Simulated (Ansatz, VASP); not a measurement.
## One calculation of Hf5H, two programs

Contents of INCAR:

```
SYSTEM = Hf5H
PREC = Accurate ; ENCUT = 520
EDIFF = 1E-7 ; ISMEAR = 0
SIGMA = 0.1 ; LREAL = .False.
LASPH = .True. ; NELM = 100
ALGO = Fast ; ISIF = 2
LWAVE = .False. ; LCHARG = .False.
LDIPOL = .True. ; IDIPOL = 3
DIPOL = 0.5 0.5 0.319 ; GGA = PE
IVDW = 12 ; NBANDS = 34
```

File KPOINTS:

```
Automatic mesh
0
Gamma
  6 6 1
  0 0 0
```

Contents of POSCAR:

```
Hf5H
1.0
    4.9564149667      0.0000000000      0.0000000000
   -2.4782074834      4.2923812729      0.0000000000
    0.0000000000      0.0000000000     21.1328376004
Hf H
5 1
Direct
    0.6666666667      0.3333333333      0.1892788879
    0.3333333333      0.6666666667      0.2371533849
    0.0000000000      0.0000000000      0.2763383880
    0.6666666667      0.3333333333      0.3164267596
    0.3333333333      0.6666666667      0.3706476976
    0.5555555556      1.5555555556      0.5268027802
```

Input for Ansatz:

```yaml
crystal:
  lattice:
    - [4.9564149667, 0.0, 0.0]
    - [-2.4782074834, 4.2923812729, 0.0]
    - [0.0, 0.0, 21.1328376004]
  atoms:
    - { symbol: Hf, position: [0.6666666667, 0.3333333333, 0.1892788879] }
    - { symbol: Hf, position: [0.3333333333, 0.6666666667, 0.2371533849] }
    - { symbol: Hf, position: [0.0, 0.0, 0.276338388] }
    - { symbol: Hf, position: [0.6666666667, 0.3333333333, 0.3164267596] }
    - { symbol: Hf, position: [0.3333333333, 0.6666666667, 0.3706476976] }
    - { symbol: H, position: [0.5555555556, 1.5555555556, 0.5268027802] }
basis:
  ecutwfc: 420
kpoints:
  mp_grid: { grid: [6, 6, 1] }
hamiltonian:
  xc: pbe
  dispersion: d3bj
scf:
  occupations: { method: gaussian, width: 0.1 }
output:
  forces: true
  eigenvalues: true
efield:
  axis: 3
  dipole_correction: true
  ramp_width: 0.04
```

Alike in both runs: task single point; functional PBE; dispersion D3(BJ); k mesh 6 × 6 × 1; occupations gaussian, width 0.1 eV; no spin polarisation.

```csv
,VASP,Ansatz
version,VASP 6.6.1,Ansatz 0.2.0
potentials or method,"VASP PAW PBE potentials, release 64 (Hf_pv, H)","scalar-relativistic, plane waves, PAW"
plane-wave cutoff (eV),520,420
valence electrons in the cell,51,131
```

Ansatz gave:

- gap on the k mesh at the Fermi level (eV): none
- rms of the force components (eV/Å): 0.450

Task: Which values does VASP return?

Result: gap on the k mesh at the Fermi level (eV): none; rms of the force components (eV/Å): 0.438.

Atom by atom the forces differ by 0.033 eV/Å (rms over components). A gap of «none» marks a metal or a gap that the smearing closes. The functional is the same, so the differences come from potentials, cutoffs and numerics. The two sets of potentials don't hold the same shells in valence.

Spin-orbit coupling is left out, which matters for the levels of Hf.
